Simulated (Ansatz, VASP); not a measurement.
# Cross-check of SnS between VASP and Ansatz

One calculation is typed for both programs; each brings its own data sets and cutoff. How far apart do they land? The structure shown is the end of the Ansatz relaxation below.

Main program and level: Ansatz 0.2.0; plane waves, with VASP 6.6.1 beside it; single point at PBE.

## Step 1: Starting point

The cell holds 16 atoms: 8 Sn and 8 S. Its edges and angles: a = 3.987 Å, b = 4.334 Å, c = 35.725 Å, α = 90.0°, β = 90.0°, γ = 90.0°. It derives from SnS. Vacuum lies along c.

## Step 2: Ansatz: relaxation, PBE

Ansatz runs on its default PAW (the set named soft_2) files.

This run makes the geometry at which the two programs are then compared.

Input file input.yaml:

```yaml
crystal:
  lattice:
    - [3.987, 0.0, 0.0]
    - [0.0, 4.334, 0.0]
    - [0.0, 0.0, 35.72544]
  atoms:
    - { symbol: Sn, position: [0.75, 0.8802, 0.776069938] }
    - { symbol: S, position: [0.25, 0.4793, 0.766727576] }
    - { symbol: S, position: [0.75, 0.9793, 0.703525555] }
    - { symbol: Sn, position: [0.25, 0.3802, 0.694183193] }
    - { symbol: Sn, position: [0.75, 0.6198, 0.619318894] }
    - { symbol: S, position: [0.25, 0.0207, 0.609976532] }
    - { symbol: S, position: [0.75, 0.5207, 0.546774511] }
    - { symbol: Sn, position: [0.25, 0.1198, 0.537432149] }
    - { symbol: Sn, position: [0.75, 0.8802, 0.462567851] }
    - { symbol: S, position: [0.25, 0.4793, 0.453225489] }
    - { symbol: S, position: [0.75, 0.9793, 0.390023468] }
    - { symbol: Sn, position: [0.25, 0.3802, 0.380681106] }
    - { symbol: Sn, position: [0.75, 0.6198, 0.305816807] }
    - { symbol: S, position: [0.25, 0.0207, 0.296474445] }
    - { symbol: S, position: [0.75, 0.5207, 0.233272424] }
    - { symbol: Sn, position: [0.25, 0.1198, 0.223930062] }
kpoints:
  mp_grid: { grid: [8, 8, 1] }
scf:
  occupations: { method: fermi_dirac, width: 0.02 }
  n_extra_bands: 8
hamiltonian:
  xc: pbe
  pseudopotentials: { kind: paw }
output:
  forces: true
  write_potential: true
  volumetric_format: []
basis:
  ecutwfc: 650
relax:
  f_tol: 0.01
  max_steps: 40
```

Started as:

```sh
ansatz run input.yaml --threads 4 --pin off --max-ram 12288MiB --backend cpu --events-out ev --progress --plain --runs-dir out
```

Numbers of over 12 decimals in the logs are rounded to 6 here.

The log of the run:

```text
scf.n_extra_bands = 8 over 80 filled bands (N_el = 160.0): the run solves 88 bands
Engine: ansatz 0.2.0, aarch64-unknown-linux-gnu
Pseudopotentials: kind: paw
Pseudopotential: Sn, paw, valence charge 14, recommended cutoff 420 eV (normal), Sn.paw.azcp
Pseudopotential: S, paw, valence charge 6, recommended cutoff 420 eV (normal), S.paw.azcp
Functional definition: PBE
  parameter kappa = 0.804
  parameter beta = 0.066725
  exchange = pbe_x(kappa = kappa, mu = beta*pi^2/3)
  correlation = pbe_c(beta = beta)
Crystal: 16 atoms, lattice volume = 617.323 Å³
Basis set: ecut = 650 eV, 23219 PW (Γ), exchange–correlation on 72×80×600 points (8 copies of the dense FFT grid, shifted against one another)
Bands: 88, of which v1, the nominal top of the filled ones, is band 80 counted from 1 (79 counted from 0)
Symmetry: 4 space group operations
Space group: P21/m (ITA 11), of the structure as read, at distance tolerance 8.5e-5 Å
k-points: 25 of 64
Non-local potential: Sn, projectors of the file, l = 0: 2, l = 1: 2, l = 2: 2, l = 3: 2
Non-local potential: S, projectors of the file, l = 0: 2, l = 1: 2, l = 2: 2
PAW form: soft (Blöchl's): semilocal exchange-correlation on the pseudo side does not see the compensation charge
PAW one-centre angular grid: Sn, 590 points (default); XC on 64 Gauss nodes
PAW one-centre angular grid: S, 110 points (default); XC on 64 Gauss nodes
Initial density: superposition of atomic densities (neutral atoms: chi_scale 0, normalization atom), corrected by the library's trained network
Initial wavefunctions: pseudopotential atomic-orbital guess
Functional: x = pbe(κ = 0.804, μ = 0.219515), c = pbe(β = 0.066725)
SCF iter   1: F=—  HF=-55417.226785 eV  |F-HF|=—  |Δ(HF+E_count)|=         —  Δρ=1.43e-3  dr2=5.24e-2  ethr=1.77e-3  ⟨swp⟩=6.9  Hψ=9240  notcnv=0
preconditioner: auto → Resta (q_TF=auto, 2.179 Å⁻¹)  ε∞=2.5  [insulator: Δε(μ)=1.013 eV  Ē_g=15.546 eV  σ=0.020 eV  W_gap=1.00  n_scr=116 (ndim 8)  ℏωp=18.9 eV  f_vac=0.355  D(μ)=0.00/eV (n_scr^D=0)  ε∞_Penn≈2.5  vacuum switching on, ρ_ref=1.8e-2 e/Å³]
SCF iter   2: F=—  HF=-55417.223112 eV  |F-HF|=—  |Δ(HF+E_count)|=   3.67e-3  Δρ=8.87e-4  dr2=6.09e-2  ethr=3.27e-5  ⟨swp⟩=4.0  Hψ=6050  notcnv=0  defer=75
SCF iter   3: F=—  HF=-55417.218498 eV  |F-HF|=—  |Δ(HF+E_count)|=   4.61e-3  Δρ=4.60e-4  dr2=6.02e-3  ethr=3.27e-5  ⟨swp⟩=3.5  Hψ=2768  notcnv=0  defer=75
SCF iter   4: F=—  HF=-55417.218525 eV  |F-HF|=—  |Δ(HF+E_count)|=   2.71e-5  Δρ=2.33e-4  dr2=4.98e-4  ethr=3.76e-6  ⟨swp⟩=2.0  Hψ=2642  notcnv=0  defer=75
SCF iter   5: F=—  HF=-55417.218671 eV  |F-HF|=—  |Δ(HF+E_count)|=   1.46e-4  Δρ=9.92e-5  dr2=1.57e-4  ethr=3.12e-7  ⟨swp⟩=2.1  Hψ=2940  notcnv=0  defer=74
SCF iter   6: F=—  HF=-55417.218691 eV  |F-HF|=—  |Δ(HF+E_count)|=   1.92e-5  Δρ=4.32e-5  dr2=1.03e-5  ethr=9.81e-8  ⟨swp⟩=2.0  Hψ=2633  notcnv=0  defer=74
SCF iter   7: F=-55417.218697 eV  HF=-55417.218697 eV  |F-HF|=2.70e-7  |Δ(HF+E_count)|=   6.40e-6  Δρ=9.79e-6  dr2=5.95e-7  ethr=1.56e-9  ⟨swp⟩=12.0  Hψ=22100  notcnv=0
SCF 1 converged in 7 iterations: F = -55417.218697 eV  dr2 = 5.95e-7
  greatest PAW one-centre occupation: 0.992 electrons in one spin orbital (limit 2), on the Sn atom at site 12 (counted from 0), in its partial waves of l = 2
relax step   1: F+E_penalty+E_count = -55417.21869737 eV  Δ(F+E_penalty+E_count) = +0.000e0 eV  max|allowed force component| = 1.566e-1 eV/Å  Δτ_max = 0.0000 Å  (7 SCF iters, dr2 threshold 2.50e-6 eV, accepted)
Initial density: handed on by an earlier stage of this run
Initial wavefunctions: those handed on with the density
iter 1 solved again at ethr=1.34e-4 eV; its pass at ethr=3.10e-3 eV (dr2=2.15e-1 eV) is discarded
SCF iter   1: F=—  HF=-55417.299919 eV  |F-HF|=—  |Δ(HF+E_count)|=         —  Δρ=5.62e-3  dr2=2.17e-1  ethr=1.34e-4  ⟨swp⟩=2.0  Hψ=9435  notcnv=0  defer=63
preconditioner: auto → Resta (q_TF=auto, 2.179 Å⁻¹)  ε∞=2.5  [insulator: Δε(μ)=0.924 eV  Ē_g=15.483 eV  σ=0.020 eV  W_gap=1.00  n_scr=116 (ndim 8)  ℏωp=18.9 eV  f_vac=0.344  D(μ)=0.00/eV (n_scr^D=0)  ε∞_Penn≈2.5  vacuum switching on, ρ_ref=1.7e-2 e/Å³]
SCF iter   2: F=—  HF=-55417.274158 eV  |F-HF|=—  |Δ(HF+E_count)|=   2.58e-2  Δρ=2.84e-3  dr2=7.09e-2  ethr=1.34e-4  ⟨swp⟩=3.6  Hψ=2912  notcnv=0  defer=63
SCF iter   3: F=—  HF=-55417.275414 eV  |F-HF|=—  |Δ(HF+E_count)|=   1.26e-3  Δρ=1.89e-3  dr2=8.12e-2  ethr=4.43e-5  ⟨swp⟩=4.3  Hψ=3140  notcnv=0  defer=72
SCF iter   4: F=—  HF=-55417.270583 eV  |F-HF|=—  |Δ(HF+E_count)|=   4.83e-3  Δρ=5.11e-4  dr2=1.17e-2  ethr=4.43e-5  ⟨swp⟩=3.0  Hψ=3011  notcnv=0  defer=75
SCF iter   5: F=—  HF=-55417.269763 eV  |F-HF|=—  |Δ(HF+E_count)|=   8.20e-4  Δρ=2.33e-4  dr2=8.43e-4  ethr=7.28e-6  ⟨swp⟩=2.2  Hψ=2745  notcnv=0  defer=75
SCF iter   6: F=—  HF=-55417.269777 eV  |F-HF|=—  |Δ(HF+E_count)|=   1.41e-5  Δρ=8.43e-5  dr2=4.54e-5  ethr=5.27e-7  ⟨swp⟩=2.0  Hψ=2805  notcnv=0  defer=73
[...]
NSCF: frozen V_eff on 25 k-points
the band table was solved once a step of the walk had ended and its energy, with any forces and stress, was formed, with the checks that follow a solve (10440 applications of the Hamiltonian). They found nothing against the state; the energy, forces and stress were not computed again (output.eigenvalues in the input reference)
WARN: The output density's exchange-correlation potential varies sharply where the density is thin. Do not read a vacuum level from v_tot or v_xc, or from such a field of the output density. On a cell that repeats whose density bears no net charge and no dipole along the vacuum's axis use v_es (v_loc + v_h of the components); under efield.dipole_correction with no amplitude use v_es + v_field, which holds any externa [...]
SCF converged after 2 iterations
Free energy (F): -55417.283556 eV
Harris-Foulkes:  -55417.283556 eV  (|F-HF|=8.11e-9)
Internal energy: -55417.283556 eV  (E = F + TS)
E sigma→0 (E₀):  -55417.283556 eV
Fermi energy:    3.977558 eV
--- Per-component energies (eV) ---
  E_band       = -1556.388214
  E_kinetic    = 2332.504965
  E_local      = -111343.686885  (includes V_loc(G=0)·N_el)
  E_nonlocal   = -33.296914
  E_hartree    = 55901.087971
  E_xc         = -3840.212588
  E_vxc        = -1468.379913  (∫ρ·V_xc dr)
  E_paw        = -37870.891707  (= ΣΔE_a)
  E_vpaw       = -2845.679219  (= ΣTr[D̂ρ^β])
  E_aug_tail   = 0.000003  (compensation charges beyond the density's cutoff)
  E_ewald      = 39437.211601
  E_smearing   = -0.000000  (= −TS)
  E_closure    = 0.000000  (closes the sum)
  Σ components = -55417.283556   (vs F -55417.283556, Δ=0.00e0)
--- Forces (eV/Å), atoms counted from 1 ---
  atom   1  Sn     0.00000000     0.00108378     0.00137083
  atom   2  S      0.00000000    -0.00075717     0.00240509
  atom   3  S      0.00000000     0.00066082     0.00172885
  atom   4  Sn     0.00000000     0.00007736    -0.00128084
  atom   5  Sn     0.00000000     0.00087514    -0.00320120
  atom   6  S      0.00000000     0.00027564     0.00314198
  atom   7  S      0.00000000     0.00011898     0.00235363
  atom   8  Sn     0.00000000    -0.00052961     0.00026370
  atom   9  Sn     0.00000000     0.00052961    -0.00026370
  atom  10  S      0.00000000    -0.00011898    -0.00235363
  atom  11  S      0.00000000    -0.00027564    -0.00314198
  atom  12  Sn     0.00000000    -0.00087514     0.00320120
  atom  13  Sn     0.00000000    -0.00007736     0.00128084
  atom  14  S      0.00000000    -0.00066082    -0.00172885
  atom  15  S      0.00000000     0.00075717    -0.00240509
  atom  16  Sn     0.00000000    -0.00108378    -0.00137083
  max |Σ_I F_I| component: 4.34e-19 eV/Å
--- Band table (eV; the first three rows and the last of 25) ---
  k-point 0: bands = [... 76 lower, 2.8896, 2.9884, 3.0852, 3.0979, 4.4677, 5.0933, 5.9669, 6.4817, ... 4 higher]
  k-point 1: bands = [... 76 lower, 2.7082, 2.8692, 3.0076, 3.0607, 4.5742, 5.1786, 5.9391, 6.2214, ... 4 higher]
  k-point 2: bands = [... 76 lower, 2.7615, 2.8271, 2.9506, 3.0405, 4.9539, 5.2197, 5.4234, 5.6616, ... 4 higher]
  k-point 24: bands = [... 76 lower, 1.9311, 1.9311, 2.0430, 2.0430, 6.2257, 6.2257, 6.3077, 6.3077, ... 4 higher]
--- Relaxed structure (7 steps of the walk, 6 accepted, 0 SCFs on fresh bases) ---
  F+E_penalty+E_count = -55417.28355597 eV   max|allowed force component| = 3.201e-3 eV/Å
  atoms:
    - { symbol: Sn, position: [0.75, 0.894603, 0.783292] }
    - { symbol: S, position: [0.25, 0.478890, 0.774562] }
    - { symbol: S, position: [0.75, 0.978025, 0.710764] }
    - { symbol: Sn, position: [0.25, 0.390977, 0.701712] }
    - { symbol: Sn, position: [0.75, 0.615524, 0.622191] }
    - { symbol: S, position: [0.25, 0.024220, 0.612900] }
    - { symbol: S, position: [0.75, 0.524360, 0.548837] }
    - { symbol: Sn, position: [0.25, 0.115714, 0.539551] }
    - { symbol: Sn, position: [0.75, 0.884286, 0.460449] }
    - { symbol: S, position: [0.25, 0.475640, 0.451163] }
    - { symbol: S, position: [0.75, 0.975780, 0.387100] }
    - { symbol: Sn, position: [0.25, 0.384476, 0.377809] }
    - { symbol: Sn, position: [0.75, 0.609023, 0.298288] }
    - { symbol: S, position: [0.25, 0.021975, 0.289236] }
    - { symbol: S, position: [0.75, 0.521110, 0.225438] }
    - { symbol: Sn, position: [0.25, 0.105397, 0.216708] }
```

Reading the cycles: dr2 is the Hartree energy of the density residual (eV), the measure of convergence; HF is the Harris–Foulkes estimate of the energy, which meets the free energy F at convergence.

(Continued in part 2 of 2.)

[Lines on the potential files, build, host, timing and source positions are cut from VASP's logs without a mark.]

[Logs are printed without paths, hosts, clocks, repeated set-up lines and the standing remarks that a program may print on its own settings, such as how far it seeks lower states.]

[Hosts, paths, dates, database ids (printed as entryN), source tags and the programs' standing remarks are cut or masked in the printed files.]
